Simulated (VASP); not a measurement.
# W (Im-3m) in VASP: further runs

The runs below take W through single point, with PBE.

Program: VASP 6.6.1. These are calculated values, not measurements. Logs are shortened: lines on timing, memory, paths and dates and some standing lists are left out, and cuts for length are marked.

## 1. The crystal as given

The structure is cubic, space group Im-3m (No. 229). Conventional cell: a = 3.185 Å, b = 3.185 Å, c = 3.185 Å, α = 90.00°, β = 90.00°, γ = 90.00°. Around W (site symmetry m-3m) lie 8 W at 2.76 Å.

## 2. Single point, PBE

Input file INCAR:

```
SYSTEM = W
ALGO = Normal ; EDIFF = 1E-7
ENCUT = 520 ; GGA = PE
ISIF = 2 ; ISMEAR = 1
LASPH = .TRUE. ; LCHARG = .FALSE.
LREAL = .FALSE. ; LWAVE = .FALSE.
NELM = 100 ; PREC = Accurate
SIGMA = 0.2
```

Input file KPOINTS:

```
k-points
0
G
  18 18 18
  0 0 0
```

Input file POSCAR:

```
W                                       
1.0
   -1.5926499075      1.5926499075      1.5926499075
    1.5926499075     -1.5926499075      1.5926499075
    1.5926499075      1.5926499075     -1.5926499075
  W             
     1
Direct
     0.0000000000000000    0.0000000000000000    0.0000000000000000
```

Potentials or basis: VASP PAW PBE potentials, release 64 (W_sv).

On the command line:

```console
> cat potpaw_PBE.64/W_sv/POTCAR > POTCAR
> mpirun -np 1 vasp_std > vasp.out
```

OUTCAR:

```text
SYSTEM = W
   EDIFF = 1E-7
   ENCUT = 520
   GGA = PE
   ISIF = 2
   ISMEAR = 1
   LASPH = .TRUE.
   LREAL = .FALSE.
   NELM = 100
   PREC = Accurate

 ion  position               nearest neighbor table
   1  0.000  0.000  0.000-

  LATTYP: Found a body centered cubic cell.
 ALAT       =     3.1852998150

  Lattice vectors:

 A1 = (  -1.5926499075,   1.5926499075,   1.5926499075)
 A2 = (   1.5926499075,  -1.5926499075,   1.5926499075)
 A3 = (   1.5926499075,   1.5926499075,  -1.5926499075)

Analysis of symmetry for initial positions (statically):
=====================================================================
 Subroutine PRICEL returns:
 Original cell was already a primitive cell.

 Routine SETGRP: Setting up the symmetry group for a
 body centered cubic supercell.

 Subroutine GETGRP returns: Found 48 space group operations
 (whereof 48 operations were pure point group operations)
 out of a pool of 48 trial point group operations.

The static configuration has the point symmetry O_h .

Analysis of symmetry for dynamics (positions and initial velocities):
=====================================================================
 Subroutine PRICEL returns:
 Original cell was already a primitive cell.

 Routine SETGRP: Setting up the symmetry group for a
 body centered cubic supercell.

 Subroutine GETGRP returns: Found 48 space group operations
 (whereof 48 operations were pure point group operations)
 out of a pool of 48 trial point group operations.

The dynamic configuration has the point symmetry O_h .

 Subroutine INISYM returns: Found 48 space group operations
 (whereof 48 operations are pure point group operations),
 and found     1 'primitive' translations

----------------------------------------------------------------------------------------

                                     Primitive cell

  volume of cell :      16.1592

  direct lattice vectors                    reciprocal lattice vectors
    -1.592649908  1.592649908  1.592649908     0.000000000  0.313942190  0.313942190
     1.592649908 -1.592649908  1.592649908     0.313942190  0.000000000  0.313942190
     1.592649908  1.592649908 -1.592649908     0.313942190  0.313942190  0.000000000

  length of vectors
     2.758550558  2.758550558  2.758550558     0.443981303  0.443981303  0.443981303

  position of ions in fractional coordinates (direct lattice)
[... 77 lines left out ...]
   EDIFF  = 0.1E-06   stopping-criterion for ELM
   LREAL  =      F    real-space projection
   EDIFFG = 0.1E-05   stopping-criterion for IOM
   NSW    =      0    number of steps for IOM
   IBRION =     -1    ionic relax: 0-MD 1-quasi-New 2-CG
   NFREE  =      0    steps in history (QN), initial steepest desc. (CG)
   ISIF   =      2    stress and relaxation
   ISYM   =      2    0-nonsym 1-usesym 2-fastsym
   POTIM  = 0.5000    time-step for ionic-motion
   TEBEG  =    0.0;   TEEND  =   0.0 temperature during run
   PSTRESS=    0.0 pullay stress
   NELECT =      14.0000    total number of electrons
   NUPDOWN=      -1.0000    fix difference up-down
   EMIN   =  10.00;   EMAX   =-10.00  energy-range for DOS
   EFERMI =   0.00;   METHOD = LEGACY
   ISMEAR =     1;   SIGMA  =   0.20  broadening in eV -4-tet -1-fermi 0-gaus
   EFERMI_NEDOS =   21; number of points for ismear=-14 and -15
   IALGO  =     38    algorithm
   IMIX   =      4    mixing-type and parameters
     AMIX     =   0.40;   BMIX     =  1.00
     AMIX_MAG =   1.60;   BMIX_MAG =  1.00
  volume/ion in A,a.u.               =      16.16       109.05
  Fermi-wavevector in a.u.,A,eV,Ry     =   1.560668  2.949235 33.139501  2.435685
  Thomas-Fermi vector in A             =   2.663846
   LORBIT       =      0    0 simple, 1 ext, 2 COOP (PROOUT), +10 PAW based schemes
   GGA     = PE    functional components
   LHFCALC =     F    Hartree Fock is set to
   AEXX    =    0.0000 exact exchange contribution
   IVDW    =     0    specifies the selected vdW correction
   LEPSILON=     F    determine dielectric tensor
   LRPA    =     F    only Hartree local field effects (RPA)
 non-spin polarized calculation
 Methfessel and Paxton  Order N= 1 SIGMA  =   0.20
  energy-cutoff  :      520.00
  volume of cell :       16.16
 maximum number of plane-waves:       466
 NGX is ok and might be reduce to    24
   NGX = 11   NGY = 11   NGZ = 11

 number of electron      14.0000002 magnetization

 Free energy of the ion-electron system (eV)
  ---------------------------------------------------
  ext. energy  EPLUGINS =         0.00000000
  ---------------------------------------------------
  free energy    TOTEN  =       -12.95010803 eV

  energy without entropy =      -12.94837360  energy(sigma->0) =      -12.94952989

 E-fermi :  11.1668     XC(G=0): -13.5316

 val. band max:       11.1619326687   @ k =  -0.2778   0.3333   0.2222
 cond. band min:      11.1783575933   @ k =   0.5000   0.5000   0.2222
 fundamental gap:      0.0164249246
 Fermi energy:        11.1667846707

 k-point     1 :       0.0000    0.0000    0.0000
  band No.  band energies     occupation
      1     -63.0368      2.00000
      2     -26.6268      2.00000
      3     -26.6268      2.00000
      4     -26.6268      2.00000
      5       1.6367      2.00000
      6       9.9725      2.00000
      7       9.9725      2.00000
      8       9.9725      2.00000
      9      13.3854     -0.00000
     10      13.3855     -0.00000
     11      25.6399      0.00000
[... 309 lines left out ...]
 k-point    24 :       0.3889    0.1111   -0.0000
  band No.  band energies     occupation
      1     -62.9136      2.00000
      2     -27.7606      2.00000
      3     -27.0535      2.00000
      4     -26.6864      2.00000
      5       5.4422      2.00000
      6       7.8398      2.00000
      7      10.5517      2.00012
      8      13.1511     -0.00000
      9      14.4422     -0.00000
     10      17.4289      0.00000
     11      21.8201      0.00000

 [... further k-points ...]
[... 5 lines left out ...]
  --------------------------------------------------------------------------------------
  -------------------------------------------------------------------------------------
  Total       -0.0001522     -0.0001522     -0.0001522     -0.0000000      0.0000000     -0.0000000
  in kB       -0.0150877     -0.0150877     -0.0150877     -0.0000000      0.0000000     -0.0000000
  external PRESSURE =      -0.0150877 kB  Pullay stress =       0.0000000 kB

 VOLUME and BASIS-vectors are now :
 -----------------------------------------------------------------------------
  energy-cutoff  :      520.00
  volume of cell :       16.16
      direct lattice vectors                 reciprocal lattice vectors
    -1.592649908  1.592649908  1.592649908     0.000000000  0.313942190  0.313942190
     1.592649908 -1.592649908  1.592649908     0.313942190  0.000000000  0.313942190
     1.592649908  1.592649908 -1.592649908     0.313942190  0.313942190  0.000000000

 POSITION                                       TOTAL-FORCE (eV/Angst)
 -----------------------------------------------------------------------------------
      0.00000      0.00000      0.00000         0.000000      0.000000     -0.000000
 -----------------------------------------------------------------------------------
    total drift:                               -0.000000      0.000000      0.000000

  FREE ENERGIE OF THE ION-ELECTRON SYSTEM (eV)
  ---------------------------------------------------
  free  energy   TOTEN  =       -12.9501080309 eV

  energy  without entropy=      -12.9483735981  energy(sigma->0) =      -12.94952989
```

OSZICAR:

```text
N       E                     dE             d eps       ncg     rms          rms(c)
DAV:   1     0.773327508990E+02    0.77333E+02   -0.79283E+03  4290   0.145E+03
DAV:   2    -0.119473269480E+02   -0.89280E+02   -0.86142E+02  4617   0.334E+02
DAV:   3    -0.135748623653E+02   -0.16275E+01   -0.16086E+01  4989   0.442E+01
DAV:   4    -0.135839881162E+02   -0.91258E-02   -0.90696E-02  4614   0.351E+00
DAV:   5    -0.135840579287E+02   -0.69813E-04   -0.69812E-04  4797   0.321E-01    0.202E+01
DAV:   6    -0.130812620149E+02    0.50280E+00   -0.59955E-01  4560   0.103E+01    0.793E+00
DAV:   7    -0.129540449061E+02    0.12722E+00   -0.31257E-01  4752   0.697E+00    0.670E-01
DAV:   8    -0.129501664204E+02    0.38785E-02   -0.39376E-03  4404   0.959E-01    0.943E-02
DAV:   9    -0.129501131899E+02    0.53230E-04   -0.16702E-04  4880   0.168E-01    0.437E-02
DAV:  10    -0.129501078940E+02    0.52959E-05   -0.18078E-05  4650   0.614E-02    0.259E-03
DAV:  11    -0.129501082066E+02   -0.31259E-06   -0.20990E-07  4291   0.626E-03    0.573E-04
DAV:  12    -0.129501080217E+02    0.18491E-06   -0.61306E-09  2481   0.121E-03    0.601E-05
DAV:  13    -0.129501080309E+02   -0.91882E-08   -0.72904E-10  2241   0.424E-04
   1 F= -.12950108E+02 E0= -.12949530E+02  d E =-.173443E-02
```

Wall time 20 s (1 thread of AMD EPYC 9R45 (Zen 5), shared host); peak memory 0.14 GiB.

What came out:

* Free energy: -12.9501 eV
* Pressure: 0.0 GPa
* Band gap on the k mesh: none (metal or under the smearing width)

## 3. Single point, PBE (a relaxed cell with its volume scaled by 0.97)

INCAR is that of step 2.

KPOINTS is that of step 2.

Input file POSCAR:

```
W                                       
1.0
   -1.5765614347      1.5765614347      1.5765614347
    1.5765614347     -1.5765614347      1.5765614347
    1.5765614347      1.5765614347     -1.5765614347
  W             
     1
Direct
     0.0000000000000000    0.0000000000000000    0.0000000000000000
```

Potentials or basis: VASP PAW PBE potentials, release 64 (W_sv).

On the command line:

```console
> cat potpaw_PBE.64/W_sv/POTCAR > POTCAR
> mpirun -np 1 vasp_std > vasp.out
```

Run time: 13 s. Hardware: 1 thread of AMD EPYC 9R45 (Zen 5), shared host; peak memory 0.12 GiB.

It converged, with:

```yaml
Free_energy: -12.9351 eV
Pressure: 10.0 GPa
Band_gap_on_the_k_mesh: none (metal or under the smearing width)
```

Levels at points of the mesh, in eV from the Fermi level:
| k point | band 4 | band 5 | band 6 | band 7 | band 8 | band 9 | band 10 | band 11 |
| --- | --- | --- | --- | --- | --- | --- | --- | --- |
| (0.00, 0.00, 0.00) | -37.71 | -9.70 | -1.24 | -1.24 | -1.24 | 2.29 | 2.29 | 14.55 |
| (0.50, 0.00, 0.00) | -37.71 | -6.35 | -3.62 | 0.72 | 2.20 | 3.19 | 6.26 | 11.27 |
| (0.50, 0.50, 0.50) | -38.64 | -5.92 | -5.92 | 5.26 | 5.26 | 5.26 | 8.34 | 8.34 |

## 4. Single point, PBE (a relaxed cell with its volume scaled by 1.03)

INCAR is that of step 3.

KPOINTS is that of step 3.

Input file POSCAR:

```
W                                       
1.0
   -1.6084197441      1.6084197441      1.6084197441
    1.6084197441     -1.6084197441      1.6084197441
    1.6084197441      1.6084197441     -1.6084197441
  W             
     1
Direct
     0.0000000000000000    0.0000000000000000    0.0000000000000000
```

On the command line:

```console
> cat potpaw_PBE.64/W_sv/POTCAR > POTCAR
> mpirun -np 1 vasp_std > vasp.out
```

Run time: 19 s. Hardware: 1 thread of AMD EPYC 9R45 (Zen 5), shared host; peak memory 0.14 GiB.

Results (log left out):

```
Free energy            : -12.9372 eV
Pressure               : -8.5 GPa
Band gap on the k mesh : none (metal or under the smearing width)
```

Levels at points of the mesh, in eV from the Fermi level:
```tsv
k point	band 3	band 4	band 5	band 6	band 7	band 8	band 9	band 10	band 11
(0.00, 0.00, 0.00)	-37.87	-37.87	-9.36	-1.15	-1.15	-1.15	2.15	2.15	14.40
(0.50, 0.00, 0.00)	-38.23	-37.88	-5.96	-3.34	0.52	2.02	2.94	5.73	10.31
(0.50, 0.50, 0.50)	-38.65	-38.65	-5.45	-5.45	4.82	4.82	4.82	7.87	7.87
```

## 5. Summary

```csv
cell,gap on the mesh (eV),pressure (GPa)
as given,none,0.0
a relaxed cell with its volume scaled by 0.97,none,10.0
a relaxed cell with its volume scaled by 1.03,none,-8.5
```

Alike in all rows: task single point; level PBE; potentials or basis VASP PAW PBE potentials, release 64 (W_sv); no spin polarisation; k mesh 18 × 18 × 18; cutoff (eV) 520; smearing methfessel-paxton 0.2 eV.

Absolute energies hang on the potentials; compare differences alone.
